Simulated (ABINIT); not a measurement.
Cr, 1 atom in the cell. The structure is cubic, space group Im-3m (No. 229). Conventional cell: a = 2.969 Å, b = 2.969 Å, c = 2.969 Å, α = 90.00°, β = 90.00°, γ = 90.00°. Cr (site symmetry m-3m) has 8 Cr at 2.57 Å as nearest neighbours. 

```yaml
Program: ABINIT 10.8.3 (patched build)
Task: equation of state
Functional: PBE
Potentials_or_basis: PseudoDojo NC SR PBE v0.5 standard
Cutoff: 1279 eV
k_mesh: 8 × 8 × 8
Occupations: fermi-dirac, width 0.05 eV
Spin: collinear spin, ferromagnetic start
Starting_moments: "[3.0] μB"
```

Potentials or basis: PseudoDojo NC SR PBE v0.5 standard.

Command:

```sh
$ abinit run.abi > log 2>&1
```

Hardware: 1 thread of Arm Neoverse V1 (shared host).

Estimate the wall time of this run.

Wall time 2.3 min on 1 thread of Arm Neoverse V1 (shared host), peak memory 0.11 GiB. Counts: scf iterations 57, mpi ranks 1, k points 29, bands 12, plane waves 1293.
